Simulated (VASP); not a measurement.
# CdSe (F-43m) in VASP: further runs

The runs below take CdSe through Born charges and dielectric tensor, band structure, equation of state, phonons, with PBEsol, r2SCANh, r2SCAN.

All numbers are computed with VASP 6.6.1; they aren't measurements. Logs are shortened: lines on timing, memory, paths and dates and some standing lists are left out, and cuts for length are marked.

### 1 The crystal as given

It takes space group F-43m (No. 216, cubic). Conventional cell: a = 6.141 Å, b = 6.141 Å, c = 6.141 Å, α = 90.00°, β = 90.00°, γ = 90.00°. Cd (site symmetry -43m) has 4 Se at 2.66 Å as nearest neighbours. Around Se (site symmetry -43m) lie 4 Cd at 2.66 Å.

Measurements of this composition are mostly on another form, of space group No. 186.

### 2 Born charges and dielectric tensor, PBEsol

Contents of INCAR:

```
PREC = Accurate ; ENCUT = 520
EDIFF = 1E-8 ; ISMEAR = -1
SIGMA = 0.05 ; LREAL = F
LASPH = T ; NELM = 100
ALGO = Normal ; ISIF = 2
LWAVE = F ; LCHARG = F
GGA = PS ; LEPSILON = T
IBRION = 8
```

Contents of KPOINTS:

```
regular mesh
0
Gamma
  8 8 8
```

Contents of POSCAR:

```
CdSe
1.0
    0.0000000000      3.0702711986      3.0702711986
    3.0702711986      0.0000000000      3.0702711986
    3.0702711986      3.0702711986      0.0000000000
Cd Se
1 1
Direct
    0.0000000000      0.0000000000      0.0000000000
    0.2500000000      0.2500000000      0.2500000000
```

Potentials or basis: VASP PAW PBE potentials, release 64 (Cd, Se).

Started as:

```sh
> cat potpaw_PBE.64/Cd/POTCAR potpaw_PBE.64/Se/POTCAR > POTCAR
> mpirun -np 1 vasp_std > vasp.out
```

OUTCAR:

```text
PREC = Accurate
   ENCUT = 520
   EDIFF = 1E-8
   ISMEAR = -1
   LREAL = F
   LASPH = T
   NELM = 100
   ISIF = 2
   GGA = PS
   LEPSILON = T
   IBRION = 8

 ion  position               nearest neighbor table
   1  0.000  0.000  0.000-   2 2.66   2 2.66   2 2.66   2 2.66
   2  0.250  0.250  0.250-   1 2.66   1 2.66   1 2.66   1 2.66

  LATTYP: Found a face centered cubic cell.
 ALAT       =     6.1405423972

  Lattice vectors:

 A1 = (   0.0000000000,   3.0702711986,   3.0702711986)
 A2 = (   3.0702711986,   0.0000000000,   3.0702711986)
 A3 = (   3.0702711986,   3.0702711986,   0.0000000000)

Analysis of symmetry for initial positions (statically):
=====================================================================
 Subroutine PRICEL returns:
 Original cell was already a primitive cell.

 Routine SETGRP: Setting up the symmetry group for a
 face centered cubic supercell.

 Subroutine GETGRP returns: Found 24 space group operations
 (whereof 24 operations were pure point group operations)
 out of a pool of 48 trial point group operations.

The static configuration has the point symmetry T_d .

Analysis of symmetry for dynamics (positions and initial velocities):
=====================================================================
 Subroutine PRICEL returns:
 Original cell was already a primitive cell.

 Routine SETGRP: Setting up the symmetry group for a
 face centered cubic supercell.

 Subroutine GETGRP returns: Found 24 space group operations
 (whereof 24 operations were pure point group operations)
 out of a pool of 48 trial point group operations.

The dynamic configuration has the point symmetry T_d .

 Subroutine INISYM returns: Found 24 space group operations
 (whereof 24 operations are pure point group operations),
 and found     1 'primitive' translations

----------------------------------------------------------------------------------------
[... 615 lines left out ...]
     0.00000 -0.00213 -5.23761
     0.00000 -5.23761 -0.00213

 MACROSCOPIC STATIC DIELECTRIC TENSOR (including local field effects in DFT)
 ------------------------------------------------------
          18.447908     0.000000     0.000000
          -0.000000    18.447908    -0.000000
          -0.000000    -0.000000    18.447908
 ------------------------------------------------------

 PIEZOELECTRIC TENSOR (including local field effects)  for field in x, y, z        (e  Angst)
          XX          YY          ZZ          XY          YZ          ZX
  --------------------------------------------------------------------------------
  x    -0.00000    -0.00000    -0.00000     0.00000    -2.90863     0.00000
  y     0.00000    -0.00000    -0.00000     0.00000     0.00000    -2.90863
  z    -0.00000    -0.00000    -0.00000    -2.90863     0.00000     0.00000

 PIEZOELECTRIC TENSOR (including local field effects)  for field in x, y, z        (C/m^2)
          XX          YY          ZZ          XY          YZ          ZX
  --------------------------------------------------------------------------------
  x    -0.00000    -0.00000    -0.00000     0.00000    -0.80508     0.00000
  y     0.00000    -0.00000    -0.00000     0.00000     0.00000    -0.80508
  z    -0.00000    -0.00000    -0.00000    -0.80508     0.00000     0.00000

 BORN EFFECTIVE CHARGES (including local field effects) (in |e|, cummulative output)
 ---------------------------------------------------------------------------------
 ion    1
    1     2.45717     0.00000     0.00000
    2     0.00000     2.45717     0.00000
    3     0.00000     0.00000     2.45717
 ion    2
    1    -2.45717     0.00000     0.00000
    2     0.00000    -2.45717     0.00000
    3     0.00000     0.00000    -2.45717

 INTERNAL STRAIN TENSOR FOR ION    2 for displacements in x,y,z  (eV/Angst):
          X           Y           Z          XY          YZ          ZX
  --------------------------------------------------------------------------------
  x     0.00000    -0.00000    -0.00000     0.00000    -5.23761     0.00000
  y     0.00000    -0.00000     0.00000     0.00000     0.00000    -5.23761
  z    -0.00000    -0.00000     0.00000    -5.23761     0.00000     0.00000

 SECOND DERIVATIVES (NOT SYMMETRIZED)
 ------------------------------------
               1X          1Y          1Z          2X          2Y          2Z
  1X    -4.411864    0.000000    0.000000    4.411864    0.000000    0.000000
  1Y     0.000000   -4.411864    0.000000    0.000000    4.411864    0.000000
  1Z     0.000000    0.000000   -4.411864    0.000000    0.000000    4.411864
  2X     4.399092    0.000000    0.000000   -4.399092    0.000000    0.000000
  2Y     0.000000    4.399092    0.000000    0.000000   -4.399092    0.000000
  2Z     0.000000    0.000000    4.399092    0.000000    0.000000   -4.399092

 Eigenvectors and eigenvalues of the dynamical matrix
 ----------------------------------------------------

   1 f  =    4.817508 THz    30.269294 2PiTHz  160.694761 cm-1    19.923602 meV
             X         Y         Z           dx          dy          dz
      0.000000  0.000000  0.000000     0.000000    0.642888    0.000000
      1.535136  1.535136  1.535136     0.000000   -0.765960    0.000000
[... 21 lines left out ...]
   6 f/i=    0.003439 THz     0.021606 2PiTHz    0.114705 cm-1     0.014222 meV
             X         Y         Z           dx          dy          dz
      0.000000  0.000000  0.000000     0.000000    0.000000    0.765960
      1.535136  1.535136  1.535136     0.000000    0.000000    0.642888

--------------------------------------------------------------------------------------------------------

 MACROSCOPIC STATIC DIELECTRIC TENSOR IONIC CONTRIBUTION
 ------------------------------------------------------
           4.284338     0.000000    -0.000000
          -0.000000     4.284338    -0.000000
          -0.000000    -0.000000     4.284338
 ------------------------------------------------------

 ELASTIC MODULI CONTR FROM IONIC RELAXATION (kBar)
 Direction    XX          YY          ZZ          XY          YZ          ZX
 --------------------------------------------------------------------------------
 XX          -0.0000      0.0000      0.0000     -0.0000      0.0000     -0.0000
 YY           0.0000     -0.0000     -0.0000     -0.0000     -0.0000     -0.0000
 ZZ           0.0000     -0.0000     -0.0000      0.0000     -0.0000     -0.0000
 XY          -0.0000     -0.0000      0.0000   -176.0718      0.0000      0.0000
 YZ           0.0000     -0.0000     -0.0000      0.0000   -176.0718      0.0000
 ZX          -0.0000     -0.0000     -0.0000      0.0000     -0.0000   -176.0718
 --------------------------------------------------------------------------------

 PIEZOELECTRIC TENSOR IONIC CONTR  for field in x, y, z        (C/m^2)
          XX          YY          ZZ          XY          YZ          ZX
  --------------------------------------------------------------------------------
  x    -0.00000     0.00000     0.00000    -0.00000     0.81726    -0.00000
  y     0.00000     0.00000     0.00000    -0.00000     0.00000     0.81726
  z     0.00000     0.00000    -0.00000     0.81726    -0.00000    -0.00000
```

OSZICAR:

```text
N       E                     dE             d eps       ncg     rms          rms(c)
DAV:   1     0.109354706351E+03    0.10935E+03   -0.87860E+03   754   0.123E+03
DAV:   2    -0.190935830550E+01   -0.11126E+03   -0.10566E+03   874   0.290E+02
DAV:   3    -0.653234633313E+01   -0.46230E+01   -0.46127E+01   859   0.612E+01
[... 12 lines left out ...]
RMM:   6    -0.843966994354E-01    0.53431E-05   -0.96922E-08  4071   0.124E-03    0.142E-03
RMM:   7    -0.843978384165E-01   -0.11390E-05   -0.10634E-07  3970   0.112E-03    0.867E-05
RMM:   8    -0.843976615510E-01    0.17687E-06   -0.59287E-09  4081   0.166E-04    0.592E-05
RMM:   9    -0.843975715543E-01    0.89997E-07    0.14917E-09  3967   0.108E-04    0.124E-05
RMM:  10    -0.843976696850E-01   -0.98131E-07   -0.85484E-10  4021   0.169E-05    0.944E-06
RMM:  11    -0.843976664979E-01    0.31871E-08    0.94130E-10  3731   0.841E-06    0.212E-06
 Linear response finished
```

Wall time 5.4 min (1 thread of Intel Xeon Platinum 8375C at 2.90GHz (Ice Lake), shared host); peak memory 0.32 GiB.

What came out:

```
Band gap on the k mesh                                  : 0.43 eV, direct
Electronic dielectric tensor (diagonal)                 : 18.45
Born charges (mean of the diagonal)                     : Cd +2.46; Se -2.46 e
Highest phonon frequency at Γ, LO-TO splitting left out : 161 cm⁻¹
```

Phonon frequencies in cm⁻¹ (negative: imaginary):
```tsv
q point	frequencies
(0.000, 0.000, 0.000)	0 0 0 161 161 161
```

Electronic dielectric tensor:
```
18.45  0.00  0.00
 0.00 18.45  0.00
 0.00  0.00 18.45
```

Born effective charge tensors (e):
atom 1, Cd
```
2.46 0.00 0.00
0.00 2.46 0.00
0.00 0.00 2.46
```
atom 2, Se
```
-2.46  0.00  0.00
 0.00 -2.46  0.00
 0.00  0.00 -2.46
```

Caveat: the gap is small at this level, which inflates the dielectric constant; the PAW data sets were made with another functional, which shifts forces and pressure a little.

### 3 Band structure, r2SCANh

POSCAR is that of step 2.

Contents of INCAR.step1:

```
  PREC = Accurate
  ENCUT = 520
  EDIFF = 1E-5
  ISMEAR = -1
  SIGMA = 0.05
  LREAL = F
  LASPH = T
  NELM = 80
  ALGO = Normal
  ISIF = 2
  LWAVE = T
  LCHARG = F
  NBANDS = 16
  GGA = PE
```

Contents of INCAR.step2:

```
  PREC = Accurate
  ENCUT = 520
  EDIFF = 1E-6
  ISMEAR = -1
  SIGMA = 0.05
  LREAL = F
  LASPH = T
  NELM = 80
  ALGO = Normal
  ISIF = 2
  LWAVE = F
  LCHARG = F
  METAGGA = R2SCAN
  LHFCALC = T
  AEXX = 0.1
  LMIXTAU = T
  PRECFOCK = Fast
  HFRCUT = -1
  NBANDS = 16
  ISTART = 1
```

Contents of KPOINTS:

```
Automatic mesh
0
Gamma
  4 4 4
```

Contents of KPOINTS_OPT:

```
path GXWKGLUWLK,UX
10
line-mode
reciprocal
 0.0000000000  0.0000000000  0.0000000000  G
 0.5000000000  0.0000000000  0.5000000000  X

 0.5000000000  0.0000000000  0.5000000000  X
 0.5000000000  0.2500000000  0.7500000000  W

 0.5000000000  0.2500000000  0.7500000000  W
 0.3750000000  0.3750000000  0.7500000000  K

 0.3750000000  0.3750000000  0.7500000000  K
 0.0000000000  0.0000000000  0.0000000000  G

 0.0000000000  0.0000000000  0.0000000000  G
 0.5000000000  0.5000000000  0.5000000000  L

 0.5000000000  0.5000000000  0.5000000000  L
 0.6250000000  0.2500000000  0.6250000000  U

 0.6250000000  0.2500000000  0.6250000000  U
 0.5000000000  0.2500000000  0.7500000000  W

 0.5000000000  0.2500000000  0.7500000000  W
 0.5000000000  0.5000000000  0.5000000000  L

 0.5000000000  0.5000000000  0.5000000000  L
 0.3750000000  0.3750000000  0.7500000000  K

 0.6250000000  0.2500000000  0.6250000000  U
 0.5000000000  0.0000000000  0.5000000000  X
```

Potentials or basis: VASP PAW PBE potentials, release 64 (Cd, Se).

Started as:

```sh
> cat potpaw_PBE.64/Cd/POTCAR potpaw_PBE.64/Se/POTCAR > POTCAR
> cp INCAR.step1 INCAR
> mpirun -np 1 vasp_std > vasp.out
> cp INCAR.step2 INCAR
> mpirun -np 1 vasp_std > vasp.out
```

Wall time 21 min (1 thread of Intel Xeon Platinum 8559C (Emerald Rapids), shared host); peak memory 0.23 GiB.

The run converged. Its results:

```yaml
Free_energy: -33.6725 eV
Pressure: -0.1 GPa
Band_gap_on_the_k_mesh: 1.57 eV, direct
Band_gap_along_the_path: 1.57 eV, direct
```

Levels at the corners of the path, in eV from the valence-band top:
```
point  band 5  band 6  band 7  band 8  band 9  band 10  band 11  band 12  band 13  band 14
    Γ   -8.22   -8.22    0.00    0.00    0.00     1.57     7.09     7.09     7.09    10.86
    X   -8.16   -7.84   -4.09   -1.85   -1.85     4.03     4.73    10.23    11.51    11.51
    X   -8.16   -7.84   -4.09   -1.85   -1.85     4.03     4.73    10.23    11.51    11.51
    W   -8.21   -7.73   -3.95   -2.26   -2.18     6.08     6.10     7.63     8.60    11.83
    W   -8.21   -7.73   -3.95   -2.26   -2.18     6.08     6.10     7.63     8.60    11.83
    K   -8.19   -7.77   -3.99   -2.53   -1.51     4.66     6.14     9.29     9.79     9.90
    K   -8.19   -7.77   -3.99   -2.53   -1.51     4.66     6.14     9.29     9.79     9.90
    Γ   -8.22   -8.22    0.00    0.00    0.00     1.57     7.09     7.09     7.09    10.86
    Γ   -8.22   -8.22    0.00    0.00    0.00     1.57     7.09     7.09     7.09    10.86
    L   -8.19   -7.92   -4.40   -0.74   -0.74     3.41     7.53     7.53     8.37    11.13
    L   -8.19   -7.92   -4.40   -0.74   -0.74     3.41     7.53     7.53     8.37    11.13
    U   -8.19   -7.77   -3.99   -2.53   -1.51     4.66     6.14     9.29     9.79     9.90
    U   -8.19   -7.77   -3.99   -2.53   -1.51     4.66     6.14     9.29     9.79     9.90
    W   -8.21   -7.73   -3.95   -2.26   -2.18     6.08     6.10     7.63     8.60    11.83
    W   -8.21   -7.73   -3.95   -2.26   -2.18     6.08     6.10     7.63     8.60    11.83
    L   -8.19   -7.92   -4.40   -0.74   -0.74     3.41     7.53     7.53     8.37    11.13
    L   -8.19   -7.92   -4.40   -0.74   -0.74     3.41     7.53     7.53     8.37    11.13
    K   -8.19   -7.77   -3.99   -2.53   -1.51     4.66     6.14     9.29     9.79     9.90
    U   -8.19   -7.77   -3.99   -2.53   -1.51     4.66     6.14     9.29     9.79     9.90
    X   -8.16   -7.84   -4.09   -1.85   -1.85     4.03     4.73    10.23    11.51    11.51
```

Caveat: the k mesh is coarse (spacing up to 0.44 Å⁻¹), so the values aren't converged, least of all with exact exchange; the PAW data sets were made with another functional, which shifts forces and pressure a little.

### 4 Equation of state, r2SCAN, 27.21 Å³/atom (volume scaled by 0.94)

Contents of INCAR:

```
SYSTEM = CdSe
ALGO     = Normal         ! electronic algorithm
EDIFF    = 1E-6           ! SCF threshold, eV
ENCUT    = 520            ! plane-wave cutoff, eV
ISIF     = 2              ! what is computed and relaxed
ISMEAR   = -1             ! smearing method
LASPH    = .TRUE.         ! aspherical terms in the spheres
LCHARG   = .FALSE.        ! write CHGCAR
LMIXTAU  = .TRUE.       
LREAL    = .FALSE.        ! projectors in reciprocal space
LWAVE    = .FALSE.        ! write WAVECAR
METAGGA  = R2SCAN         ! meta-GGA
NELM     = 100            ! most SCF steps
PREC     = Accurate       ! precision mode
SIGMA    = 0.05           ! smearing width, eV
```

Contents of KPOINTS:

```
k-points
0
G
  8 8 8
  0 0 0
```

Contents of POSCAR:

```
CdSe
1.0
    0.0000000000      3.0075950161      3.0075950161
    3.0075950161      0.0000000000      3.0075950161
    3.0075950161      3.0075950161      0.0000000000
Cd Se
1 1
Direct
    0.0000000000      0.0000000000      0.0000000000
    0.2500000000      0.2500000000      0.2500000000
```

Started as:

```sh
> cat potpaw_PBE.64/Cd/POTCAR potpaw_PBE.64/Se/POTCAR > POTCAR
> mpirun -np 1 vasp_std > vasp.out
```

Run time: 82 s. Hardware: 1 thread of Intel Xeon Platinum 8375C at 2.90GHz (Ice Lake), shared host; peak memory 0.19 GiB.

The run converged. Its results:

| Item | Value |
| --- | --- |
| Free energy | -35.8765 eV |
| Pressure | 3.8 GPa |
| Band gap on the k mesh | 1.16 eV, direct |

Caveat: the PAW data sets were made with another functional, which shifts forces and pressure a little.

### 5 Equation of state, r2SCAN, 27.78 Å³/atom (volume scaled by 0.96)

Contents of INCAR:

```
SYSTEM = CdSe
PREC = Accurate
ENCUT = 520
EDIFF = 1E-7
ISMEAR = -1
SIGMA = 0.05
LREAL = .False.
LASPH = .True.
NELM = 60
ALGO = Normal
ISIF = 2
LWAVE = .False.
LCHARG = .False.
METAGGA = R2SCAN
LMIXTAU = .True.
```

Contents of KPOINTS:

```
regular mesh
0
Gamma
  8 8 8
  0 0 0
```

Contents of POSCAR:

```
CdSe
1.0
    0.0000000000      3.0287759606      3.0287759606
    3.0287759606      0.0000000000      3.0287759606
    3.0287759606      3.0287759606      0.0000000000
Cd Se
1 1
Direct
    0.0000000000      0.0000000000      0.0000000000
    0.2500000000      0.2500000000      0.2500000000
```

Started as:

```sh
> cat potpaw_PBE.64/Cd/POTCAR potpaw_PBE.64/Se/POTCAR > POTCAR
> mpirun -np 1 vasp_std > vasp.out
```

Run time: 82 s. Hardware: 1 thread of Intel Xeon Platinum 8375C at 2.90GHz (Ice Lake), shared host; peak memory 0.19 GiB.

Results (log left out):

- Free energy: -35.8987 eV
- Pressure: 2.4 GPa
- Band gap on the k mesh: 1.11 eV, direct

Caveat: the PAW data sets were made with another functional, which shifts forces and pressure a little.

### 6 Equation of state, r2SCAN, 28.36 Å³/atom (volume scaled by 0.98)

Contents of INCAR:

```
ALGO = Normal
EDIFF = 1E-7
ENCUT = 520
ISIF = 2
ISMEAR = -1
LASPH = True
LCHARG = False
LMIXTAU = True
LREAL = False
LWAVE = False
METAGGA = R2SCAN
NELM = 100
PREC = Accurate
SIGMA = 0.05
```

Contents of KPOINTS:

```
k-points
0
Gamma
  8 8 8
```

Contents of POSCAR:

```
CdSe
1.0
    0.0000000000      3.0496647307      3.0496647307
    3.0496647307      0.0000000000      3.0496647307
    3.0496647307      3.0496647307      0.0000000000
Cd Se
1 1
Direct
    0.0000000000      0.0000000000      0.0000000000
    0.2500000000      0.2500000000      0.2500000000
```

Potentials or basis: VASP PAW PBE potentials, release 64 (Cd, Se).

Started as:

```sh
> cat potpaw_PBE.64/Cd/POTCAR potpaw_PBE.64/Se/POTCAR > POTCAR
> mpirun -np 1 vasp_std > vasp.out
```

Run time: 68 s. Hardware: 1 thread of Intel Xeon Platinum 8375C at 2.90GHz (Ice Lake), shared host; peak memory 0.19 GiB.

Results (log left out):

```yaml
Free_energy: -35.9115 eV
Pressure: 1.2 GPa
Band_gap_on_the_k_mesh: 1.07 eV, direct
```

Caveat: the PAW data sets were made with another functional, which shifts forces and pressure a little.

### 7 Equation of state, r2SCAN, 29.52 Å³/atom (volume scaled by 1.02)

Contents of INCAR:

```
SYSTEM = CdSe
PREC = Accurate ; ENCUT = 520
EDIFF = 1E-6 ; ISMEAR = -1
SIGMA = 0.05 ; LREAL = .False.
LASPH = .True. ; NELM = 100
ALGO = Normal ; ISIF = 2
LWAVE = .False. ; LCHARG = .False.
METAGGA = R2SCAN ; LMIXTAU = .True.
```

Contents of KPOINTS:

```
Automatic mesh
0
Gamma
  8 8 8
  0 0 0
```

Contents of POSCAR:

```
CdSe
1.0
    0.0000000000      3.0906047130      3.0906047130
    3.0906047130      0.0000000000      3.0906047130
    3.0906047130      3.0906047130      0.0000000000
Cd Se
1 1
Direct
    0.0000000000      0.0000000000      0.0000000000
    0.2500000000      0.2500000000      0.2500000000
```

Started as:

```sh
> cat potpaw_PBE.64/Cd/POTCAR potpaw_PBE.64/Se/POTCAR > POTCAR
> mpirun -np 1 vasp_std > vasp.out
```

It took 2 min on 1 thread of Intel Xeon Platinum 8375C at 2.90GHz (Ice Lake), shared host; peak memory 0.22 GiB.

The run converged. Its results:

| Property | Result |
| --- | --- |
| Free energy | -35.9128 eV |
| Pressure | -0.9 GPa |
| Band gap on the k mesh | 0.98 eV, direct |

Caveat: the PAW data sets were made with another functional, which shifts forces and pressure a little.

### 8 Equation of state, r2SCAN, 30.10 Å³/atom (volume scaled by 1.04)

Contents of INCAR:

```
  PREC = Accurate
  ENCUT = 520
  EDIFF = 1E-7
  ISMEAR = -1
  SIGMA = 0.05
  LREAL = F
  LASPH = T
  NELM = 80
  ALGO = Normal
  ISIF = 2
  LWAVE = F
  LCHARG = F
  METAGGA = R2SCAN
  LMIXTAU = T
```

Contents of KPOINTS:

```
regular mesh
0
Gamma
  8 8 8
```

Contents of POSCAR:

```
CdSe
1.0
    0.0000000000      3.1106741371      3.1106741371
    3.1106741371      0.0000000000      3.1106741371
    3.1106741371      3.1106741371      0.0000000000
Cd Se
1 1
Direct
    0.0000000000      0.0000000000      0.0000000000
    0.2500000000      0.2500000000      0.2500000000
```

Started as:

```sh
> cat potpaw_PBE.64/Cd/POTCAR potpaw_PBE.64/Se/POTCAR > POTCAR
> mpirun -np 1 vasp_std > vasp.out
```

It took 1.9 min on 1 thread of Intel Xeon Platinum 8375C at 2.90GHz (Ice Lake), shared host; peak memory 0.22 GiB.

It converged, with:

```yaml
Free_energy: -35.9030 eV
Pressure: -1.8 GPa
Band_gap_on_the_k_mesh: 0.93 eV, direct
```

Caveat: the PAW data sets were made with another functional, which shifts forces and pressure a little.

(Continued in part 2 of 2.)
